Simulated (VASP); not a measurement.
# SnTe (F-43m) in VASP: a series of runs

One crystal, SnTe, is run at these levels: PBE, r2SCAN, PBEsol; tasks: single point.

Program: VASP 6.6.1. These are calculated values, not measurements. Logs are shortened: lines on timing, memory, paths and dates and some standing lists are left out, and cuts for length are marked.

## Step 1: The crystal as given

It takes space group F-43m (No. 216, cubic). The conventional cell has a = 7.222 Å, b = 7.222 Å, c = 7.222 Å, α = 90.00°, β = 90.00°, γ = 90.00°. Te (site symmetry -43m) is surrounded by 4 Sn at 3.13 Å. Sn (site symmetry -43m) has 4 Te at 3.13 Å as nearest neighbours.

Measurements of this composition are mostly on another form, of space group No. 225.

## Step 2: Single point, PBE

INCAR reads:

```
SYSTEM = SnTe
PREC = Accurate ; ENCUT = 500
EDIFF = 1E-6 ; ISMEAR = 0
SIGMA = 0.02 ; LREAL = .False.
LASPH = .True. ; NELM = 60
ALGO = Fast ; ISIF = 2
LWAVE = .False. ; LCHARG = .False.
GGA = PE
```

KPOINTS reads:

```
regular mesh
0
Gamma
  3 3 3
  0 0 0
```

POSCAR reads:

```
SnTe
1.0
    0.0000000000      3.6111460000      3.6111460000
    3.6111460000      0.0000000000      3.6111460000
    3.6111460000      3.6111460000      0.0000000000
Te Sn
1 1
Direct
    0.2500000000      0.2500000000      0.2500000000
    0.0000000000      0.0000000000      0.0000000000
```

Potentials or basis: VASP PAW PBE potentials, release 64 (Te_GW, Sn_d_GW).

Started as:

```
> cat potpaw_PBE.64/Te_GW/POTCAR potpaw_PBE.64/Sn_d_GW/POTCAR > POTCAR
> mpirun -np 1 vasp_std > vasp.out
```

OUTCAR:

```text
SYSTEM = SnTe
   PREC = Accurate
   ENCUT = 500
   EDIFF = 1E-6
   ISMEAR = 0
   LREAL = .False.
   LASPH = .True.
   NELM = 60
   ISIF = 2
   GGA = PE

 ion  position               nearest neighbor table
   1  0.250  0.250  0.250-   2 3.13   2 3.13   2 3.13   2 3.13
   2  0.000  0.000  0.000-   1 3.13   1 3.13   1 3.13   1 3.13

  LATTYP: Found a face centered cubic cell.
 ALAT       =     7.2222920000

  Lattice vectors:

 A1 = (   0.0000000000,   3.6111460000,   3.6111460000)
 A2 = (   3.6111460000,   0.0000000000,   3.6111460000)
 A3 = (   3.6111460000,   3.6111460000,   0.0000000000)

Analysis of symmetry for initial positions (statically):
=====================================================================
 Subroutine PRICEL returns:
 Original cell was already a primitive cell.

 Routine SETGRP: Setting up the symmetry group for a
 face centered cubic supercell.

 Subroutine GETGRP returns: Found 24 space group operations
 (whereof 24 operations were pure point group operations)
 out of a pool of 48 trial point group operations.

The static configuration has the point symmetry T_d .

Analysis of symmetry for dynamics (positions and initial velocities):
=====================================================================
 Subroutine PRICEL returns:
 Original cell was already a primitive cell.

 Routine SETGRP: Setting up the symmetry group for a
 face centered cubic supercell.

 Subroutine GETGRP returns: Found 24 space group operations
 (whereof 24 operations were pure point group operations)
 out of a pool of 48 trial point group operations.

The dynamic configuration has the point symmetry T_d .

 Subroutine INISYM returns: Found 24 space group operations
 (whereof 24 operations are pure point group operations),
 and found     1 'primitive' translations

----------------------------------------------------------------------------------------

                                     Primitive cell

  volume of cell :      94.1814

  direct lattice vectors                    reciprocal lattice vectors
     0.000000000  3.611146000  3.611146000    -0.138460201  0.138460201  0.138460201
     3.611146000  0.000000000  3.611146000     0.138460201 -0.138460201  0.138460201
     3.611146000  3.611146000  0.000000000     0.138460201  0.138460201 -0.138460201

  length of vectors
     5.106931649  5.106931649  5.106931649     0.239820102  0.239820102  0.239820102

  position of ions in fractional coordinates (direct lattice)
     0.250000000  0.250000000  0.250000000
     0.000000000  0.000000000  0.000000000

  ion indices of the primitive-cell ions
   primitive index   ion index
                 1           1
                 2           2

----------------------------------------------------------------------------------------

 KPOINTS: regular mesh

Automatic generation of k-mesh.
 Grid dimensions read from file:
 generate k-points for:    3    3    3

 Generating k-lattice:

  Cartesian coordinates                     Fractional coordinates (reciprocal lattice)
    -0.046153400  0.046153400  0.046153400     0.333333333  0.000000000  0.000000000
     0.046153400 -0.046153400  0.046153400     0.000000000  0.333333333  0.000000000
     0.046153400  0.046153400 -0.046153400     0.000000000  0.000000000  0.333333333

  Length of vectors
     0.079940034  0.079940034  0.079940034

  Shift w.r.t. Gamma in fractional coordinates (k-lattice)
     0.000000000  0.000000000  0.000000000

 Subroutine IBZKPT returns following result:
 ===========================================

 Found      4 irreducible k-points:

 Following reciprocal coordinates:
            Coordinates               Weight
  0.000000  0.000000  0.000000      1.000000
  0.333333  0.000000  0.000000      8.000000
  0.333333  0.333333  0.000000      6.000000
 -0.333333  0.333333  0.000000     12.000000
   k-points           NKPTS =      4   k-points in BZ     NKDIM =      4   number of bands    NBANDS=     14
   number of dos      NEDOS =    301   number of ions     NIONS =      2
   total plane-waves  NPLWV =  64000
   dimension x,y,z NGX =    40 NGY =   40 NGZ =   40
   dimension x,y,z NGXF=    80 NGYF=   80 NGZF=   80
   ions per type =               1   1
   NGX,Y,Z   is equivalent  to a cutoff of  13.02, 13.02, 13.02 a.u.
   NGXF,Y,Z  is equivalent  to a cutoff of  26.04, 26.04, 26.04 a.u.
 SYSTEM =  SnTe
   PREC   = accura    normal or accurate (medium, high low for compatibility)
   ISTART =      0    job   : 0-new  1-cont  2-samecut
   ICHARG =      2    charge: 1-file 2-atom 10-const
   ISPIN  =      1    spin polarized calculation?
   LNONCOLLINEAR =      F non collinear calculations
   LSORBIT =      F    spin-orbit coupling
   LASPH  =      T    aspherical Exc in radial PAW
   ENCUT  =  500.0 eV  36.75 Ry    6.06 a.u.   9.31  9.31  9.31*2*pi/ulx,y,z
   NELM   =     60;   NELMIN=  2; NELMDL= -5     # of ELM steps
   EDIFF  = 0.1E-05   stopping-criterion for ELM
   LREAL  =      F    real-space projection
   EDIFFG = 0.1E-04   stopping-criterion for IOM
   NSW    =      0    number of steps for IOM
   IBRION =     -1    ionic relax: 0-MD 1-quasi-New 2-CG
   NFREE  =      0    steps in history (QN), initial steepest desc. (CG)
   ISIF   =      2    stress and relaxation
   ISYM   =      2    0-nonsym 1-usesym 2-fastsym
   POTIM  = 0.5000    time-step for ionic-motion
   TEBEG  =    0.0;   TEEND  =   0.0 temperature during run
   PSTRESS=    0.0 pullay stress
   NELECT =      20.0000    total number of electrons
   NUPDOWN=      -1.0000    fix difference up-down
   EMIN   =  10.00;   EMAX   =-10.00  energy-range for DOS
   EFERMI =   0.00;   METHOD = LEGACY
   ISMEAR =     0;   SIGMA  =   0.02  broadening in eV -4-tet -1-fermi 0-gaus
   EFERMI_NEDOS =   21; number of points for ismear=-14 and -15
   IALGO  =     68    algorithm
   IMIX   =      4    mixing-type and parameters
     AMIX     =   0.40;   BMIX     =  1.00
     AMIX_MAG =   1.60;   BMIX_MAG =  1.00
  volume/ion in A,a.u.               =      47.09       317.78
  Fermi-wavevector in a.u.,A,eV,Ry     =   0.976704  1.845704 12.979296  0.953951
  Thomas-Fermi vector in A             =   2.107344
   LORBIT       =      0    0 simple, 1 ext, 2 COOP (PROOUT), +10 PAW based schemes
   GGA     = PE    functional components
   LHFCALC =     F    Hartree Fock is set to
   AEXX    =    0.0000 exact exchange contribution
   IVDW    =     0    specifies the selected vdW correction
   LEPSILON=     F    determine dielectric tensor
   LRPA    =     F    only Hartree local field effects (RPA)
 non-spin polarized calculation
 RMM-DIIS sequential band-by-band and
 Gauss-broadening in eV      SIGMA  =   0.02
  energy-cutoff  :      500.00
  volume of cell :       94.18
 maximum number of plane-waves:      2421
 NGX is ok and might be reduce to    40
   NGX = 19   NGY = 19   NGZ = 19

 number of electron      19.9999999 magnetization

 Free energy of the ion-electron system (eV)
  ---------------------------------------------------
  ext. energy  EPLUGINS =         0.00000000
  ---------------------------------------------------
  free energy    TOTEN  =        -7.18267083 eV

  energy without entropy =       -7.18267083  energy(sigma->0) =       -7.18267083

 E-fermi :   2.0359     XC(G=0):  -7.4938

 val. band max:        1.8812671235   @ k =  -0.3333   0.3333   0.0000
 cond. band min:       2.7027962847   @ k =   0.3333   0.3333   0.0000
 fundamental gap:      0.8215291612
 Fermi energy:         2.0358642189

 k-point     1 :       0.0000    0.0000    0.0000
  band No.  band energies     occupation
      1     -19.3485      2.00000
      2     -19.3485      2.00000
      3     -19.3485      2.00000
      4     -19.3397      2.00000
      5     -19.3397      2.00000
      6      -9.0969      2.00000
      7      -2.7271      2.00000
      8       0.5081      2.00000
      9       0.5081      2.00000
     10       0.5081      2.00000
     11       3.4787      0.00000
     12       3.4787      0.00000
     13       3.4787      0.00000
     14       6.5785      0.00000

 k-point     2 :       0.3333    0.0000    0.0000
  band No.  band energies     occupation
      1     -19.3494      2.00000
      2     -19.3475      2.00000
      3     -19.3475      2.00000
      4     -19.3396      2.00000
      5     -19.3396      2.00000
      6      -8.7211      2.00000
      7      -4.1294      2.00000
      8       0.0908      2.00000
      9       0.0908      2.00000
     10       0.5162      2.00000
     11       4.1475      0.00000
     12       4.1475      0.00000
     13       4.8694      0.00000
     14       7.9703      0.00000

 k-point     3 :       0.3333    0.3333    0.0000
  band No.  band energies     occupation
      1     -19.3510      2.00000
      2     -19.3464      2.00000
      3     -19.3464      2.00000
      4     -19.3402      2.00000
      5     -19.3391      2.00000
      6      -8.5799      2.00000
      7      -4.4132      2.00000
      8      -0.4497      2.00000
      9      -0.4497      2.00000
     10       1.7172      2.00000
     11       2.7028      0.00000
     12       5.5092      0.00000
     13       5.5092      0.00000
     14       7.0170      0.00000

 k-point     4 :      -0.3333    0.3333    0.0000
  band No.  band energies     occupation
      1     -19.3505      2.00000
      2     -19.3466      2.00000
      3     -19.3464      2.00000
      4     -19.3399      2.00000
      5     -19.3393      2.00000
      6      -8.4058      2.00000
      7      -4.7760      2.00000
      8      -1.1014      2.00000
      9      -0.3502      2.00000
     10       1.8813      2.00000
     11       4.0993      0.00000
     12       5.2348      0.00000
     13       5.2486      0.00000
     14       7.1778      0.00000

------------------------ aborting loop because EDIFF is reached ----------------------------------------

  FORCE on cell =-STRESS in cart. coord.  units (eV):
  Direction    XX          YY          ZZ          XY          YZ          ZX
  --------------------------------------------------------------------------------------
  -------------------------------------------------------------------------------------
  Total       -0.5694429     -0.5694429     -0.5694429      0.0000000      0.0000000     -0.0000000
  in kB       -9.6871418     -9.6871418     -9.6871418      0.0000000      0.0000000     -0.0000000
  external PRESSURE =      -9.6871418 kB  Pullay stress =       0.0000000 kB

 VOLUME and BASIS-vectors are now :
 -----------------------------------------------------------------------------
  energy-cutoff  :      500.00
  volume of cell :       94.18
      direct lattice vectors                 reciprocal lattice vectors
     0.000000000  3.611146000  3.611146000    -0.138460201  0.138460201  0.138460201
     3.611146000  0.000000000  3.611146000     0.138460201 -0.138460201  0.138460201
     3.611146000  3.611146000  0.000000000     0.138460201  0.138460201 -0.138460201

 POSITION                                       TOTAL-FORCE (eV/Angst)
 -----------------------------------------------------------------------------------
      1.80557      1.80557      1.80557         0.000000      0.000000      0.000000
      0.00000      0.00000      0.00000        -0.000000     -0.000000     -0.000000
 -----------------------------------------------------------------------------------
    total drift:                               -0.000001     -0.000001     -0.000001

  FREE ENERGIE OF THE ION-ELECTRON SYSTEM (eV)
  ---------------------------------------------------
  free  energy   TOTEN  =        -7.1826708265 eV

  energy  without entropy=       -7.1826708265  energy(sigma->0) =       -7.18267083
```

Wall time 38 s (1 thread of AMD EPYC 7R43 (Zen 3), shared host); peak memory 0.2 GiB.

What came out:

```
Free energy            : -7.1827 eV
Pressure               : -1.0 GPa
Band gap on the k mesh : 0.82 eV, indirect (least direct gap 0.99 eV)
```

Levels at points of the mesh, in eV from the valence-band top:
```csv
k point,band 8,band 9,band 10,band 11,band 12,band 13
"(0.00, 0.00, 0.00)",-1.37,-1.37,-1.37,1.60,1.60,1.60
```

Caveat: the k mesh is coarse (spacing up to 0.50 Å⁻¹), so the values aren't converged; spin-orbit coupling is left out, which moves the levels of the heavy elements; an odd mesh through Γ misses points on the zone boundary, where band edges often lie.

## Step 3: Single point, r2SCAN (supercell [4, 4, 3], atoms moved at random, drawn with an rms of 0.05 Å)

INCAR reads:

```
PREC = Accurate
ENCUT = 520
EDIFF = 1E-5
ISMEAR = 0
SIGMA = 0.05
LREAL = Auto
LASPH = T
NELM = 80
ALGO = Normal
ISIF = 2
LWAVE = F
LCHARG = F
METAGGA = R2SCAN
LMIXTAU = T
NSIM = 8
LUSENCCL = F
```

KPOINTS reads:

```
Automatic mesh
0
Gamma
  1 1 1
```

POSCAR reads:

```
SnTe
1.0
    0.0000000000     14.4445840000     14.4445840000
   14.4445840000      0.0000000000     14.4445840000
   10.8334380000     10.8334380000      0.0000000000
Te Sn
48 48
Direct
    0.0633370000      0.0623490000      0.0844920000
    0.0652570000      0.0606700000      0.4154980000
    0.0640400000      0.0617180000      0.7495560000
    0.0627920000      0.3133440000      0.0830230000
    0.0625950000      0.3114040000      0.4160890000
    0.0616160000      0.3127770000      0.7512890000
    0.0630530000      0.5619640000      0.0818830000
    0.0651750000      0.5619150000      0.4166830000
    0.0631720000      0.5614650000      0.7438730000
    0.0633860000      0.8120650000      0.0827440000
    0.0587540000      0.8154620000      0.4185820000
    0.0617390000      0.8146380000      0.7528060000
    0.3114960000      0.0638520000      0.0801080000
    0.3104030000      0.0631780000      0.4160640000
    0.3114920000      0.0633040000      0.7487280000
    0.3119120000      0.3120360000      0.0842160000
    0.3131420000      0.3125240000      0.4182780000
    0.3135890000      0.3103700000      0.7505740000
    0.3114240000      0.5654760000      0.0818000000
    0.3108980000      0.5634500000      0.4153440000
    0.3117070000      0.5612530000      0.7518130000
    0.3133730000      0.8106580000      0.0827230000
    0.3113320000      0.8102440000      0.4203270000
    0.3131990000      0.8111830000      0.7524600000
    0.5643860000      0.0611400000      0.0829010000
    0.5596720000      0.0622500000      0.4194810000
    0.5629560000      0.0636540000      0.7481570000
    0.5593640000      0.3131540000      0.0829980000
    0.5616230000      0.3120470000      0.4197180000
    0.5634500000      0.3125230000      0.7499670000
    0.5617580000      0.5630450000      0.0850330000
    0.5615280000      0.5587970000      0.4208870000
    0.5611980000      0.5608420000      0.7518270000
    0.5623740000      0.8144180000      0.0816980000
    0.5645910000      0.8129400000      0.4157320000
    0.5596200000      0.8122350000      0.7514140000
    0.8098490000      0.0637210000      0.0865600000
    0.8130360000      0.0637330000      0.4154210000
    0.8117370000      0.0617790000      0.7510550000
    0.8116300000      0.3147530000      0.0816300000
    0.8067730000      0.3131050000      0.4200800000
    0.8134660000      0.3094550000      0.7557680000
    0.8135370000      0.5597170000      0.0835810000
    0.8132160000      0.5628880000      0.4147470000
    0.8130260000      0.5616070000      0.7500680000
    0.8120580000      0.8109680000      0.0830370000
    0.8101910000      0.8125390000      0.4166330000
    0.8108760000      0.8140120000      0.7520180000
   -0.0012060000      0.0007310000      0.0004420000
   -0.0013520000     -0.0010560000      0.3359180000
   -0.0025750000      0.0003820000      0.6684650000
    0.0022190000      0.2511600000     -0.0040410000
   -0.0008330000      0.2463930000      0.3348870000
    0.0006900000      0.2488180000      0.6682380000
    0.0016210000      0.4998330000     -0.0015200000
    0.0015760000      0.4988580000      0.3366940000
    0.0004090000      0.4994400000      0.6657720000
    0.0000370000      0.7503250000     -0.0001320000
    0.0020000000      0.7468070000      0.3329640000
    0.0032490000      0.7494870000      0.6641010000
    0.2486870000     -0.0006230000      0.0021970000
    0.2467490000      0.0008850000      0.3401060000
    0.2492850000     -0.0025140000      0.6678600000
    0.2506220000      0.2519250000     -0.0021000000
    0.2462290000      0.2538580000      0.3308540000
    0.2530070000      0.2473430000      0.6657310000
    0.2502230000      0.5035740000     -0.0032470000
    0.2471840000      0.5035910000      0.3341400000
    0.2493600000      0.4980110000      0.6674540000
    0.2467470000      0.7526380000      0.0016530000
    0.2485580000      0.7509450000      0.3334620000
    0.2492310000      0.7483380000      0.6673220000
    0.4998930000     -0.0005870000     -0.0004310000
    0.5004190000      0.0011450000      0.3319630000
    0.4995030000     -0.0008840000      0.6669500000
    0.4997720000      0.2513050000     -0.0031980000
    0.5007850000      0.2499610000      0.3302210000
    0.4970700000      0.2487370000      0.6694660000
    0.4983660000      0.4987000000      0.0028970000
    0.4973030000      0.5003590000      0.3349890000
    0.4999260000      0.5004950000      0.6662720000
    0.5029240000      0.7458250000      0.0011200000
    0.5018730000      0.7473900000      0.3325500000
    0.4992480000      0.7506280000      0.6667290000
    0.7496740000      0.0017350000     -0.0016330000
    0.7496650000      0.0004950000      0.3313720000
    0.7484040000     -0.0001960000      0.6681600000
    0.7464580000      0.2514010000     -0.0001520000
    0.7485750000      0.2514840000      0.3314650000
    0.7500400000      0.2480600000      0.6691020000
    0.7484440000      0.4964520000      0.0029970000
    0.7452970000      0.5031870000      0.3376690000
    0.7472170000      0.4990880000      0.6702680000
    0.7497700000      0.7492960000      0.0026750000
    0.7498530000      0.7482590000      0.3348750000
    0.7490510000      0.7495470000      0.6684840000
```

Potentials or basis: VASP PAW PBE potentials, release 64 (Te, Sn_d).

Started as:

```
> cat potpaw_PBE.64/Te/POTCAR potpaw_PBE.64/Sn_d/POTCAR > POTCAR
> mpirun -np 1 vasp_gam > vasp.out
```

Wall time 7.6 min (1 × NVIDIA H100 80GB with 1 thread of AMD EPYC 7R13 (Zen 3), shared host); peak memory 5.4 GiB.

These settings aren't checked as converged: the numbers below hold their error.

What came out:

```
Free energy            : -2404.0504 eV
Pressure               : -0.7 GPa
Largest force          : 0.410 eV/Å
Band gap on the k mesh : 0.30 eV
```

Caveat: the k mesh is coarse (spacing up to 0.50 Å⁻¹), so the values aren't converged; the PAW data sets were made with another functional, which shifts forces and pressure a little; spin-orbit coupling is left out, which moves the levels of the heavy elements; an odd mesh through Γ misses points on the zone boundary, where band edges often lie.

[end of part 1 of 2]
